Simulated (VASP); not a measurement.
Sn:

```
Sn
1.0
     0.00000    3.23334    3.23334
     3.23334    0.00000    3.23334
     3.23334    3.23334    0.00000
Sn
2
Direct
  0.75000 0.75000 0.75000
  0.50000 0.50000 0.50000
```

This isn't the form of Sn at room conditions, which is tetragonal (white tin).

- Program: VASP 6.6.1
- Task: relaxation of cell and atoms
- Functional: r2SCAN
- Dispersion: D4
- Potentials or basis: VASP PAW PBE potentials, release 64 (Sn_d)
- Cutoff: 600 eV
- k mesh: 7 × 7 × 7
- Occupations: methfessel-paxton, width 0.1 eV
- Spin: no spin polarisation

At the start: pressure 1.7 GPa; volume 33.80 Å³/atom.

Problem. How do energy, volume and symmetry change on relaxing?

Solution. Over 3 steps the energy falls by 6.4 meV/atom and the volume is 35.03 Å³/atom (+3.6 %); space group Fd-3m (No. 227, to 0.05 Å).

Step by step:
```tsv
step	energy change (eV)	largest force (eV/Å)	pressure (GPa)	volume (Å³)
1	0.0000	0.0000	1.72	67.61
2	-0.0101	0.0000	-0.69	71.22
3	-0.0128	0.0000	-0.01	70.06
```

Final structure:
```
Sn
1.0
     0.00000    3.27193    3.27193
     3.27193    0.00000    3.27193
     3.27193    3.27193    0.00000
Sn
2
Cartesian
  4.9079 4.9079 4.9079
  3.2719 3.2719 3.2719
```

Caveat: the PAW data sets were made with another functional, which shifts forces and pressure a little; pairwise dispersion overbinds metals, which lowers pressure and volume.
